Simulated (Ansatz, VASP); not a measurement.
**Two plane-wave programs on SiO2**

```
CELL_PARAMETERS angstrom
-2.83838 2.83838 2.61184
2.83838 -2.83838 2.61184
2.83838 2.83838 -2.61184
ATOMIC_POSITIONS crystal
Si 0.00000 0.00000 0.00000
Si 0.50000 0.50000 0.00000
O 0.00000 0.28852 0.28852
O 0.00000 0.71148 0.71148
O 0.28852 0.00000 0.28852
O 0.71148 0.00000 0.71148
```

Alike in both runs: functional PBE; k mesh 6 × 6 × 6; occupations gaussian, width 0.1 eV; no spin polarisation.

Ansatz relaxed the structure, and its values are those at the end. VASP's run is a single point on that final structure, the one shown.

|  | VASP | Ansatz |
| --- | --- | --- |
| version | VASP 6.6.1 | Ansatz 0.2.0 |
| potentials or method | VASP PAW PBE potentials, release 64 (Si, O) | scalar-relativistic, plane waves, PAW |
| plane-wave cutoff (eV) | 520 | 420 |
| valence electrons in the cell | 32 | 32 |

Ansatz gave:

```
gap on the k mesh at the Fermi level (eV) : none
pressure (GPa)                            : 0.0
rms of the force components (eV/Å)        : 0.001
```

What did VASP give for the same quantities?

gap on the k mesh at the Fermi level (eV): none; pressure (GPa): 0.2; rms of the force components (eV/Å): 0.048.

A gap of «none» marks a metal or a gap that the smearing closes.
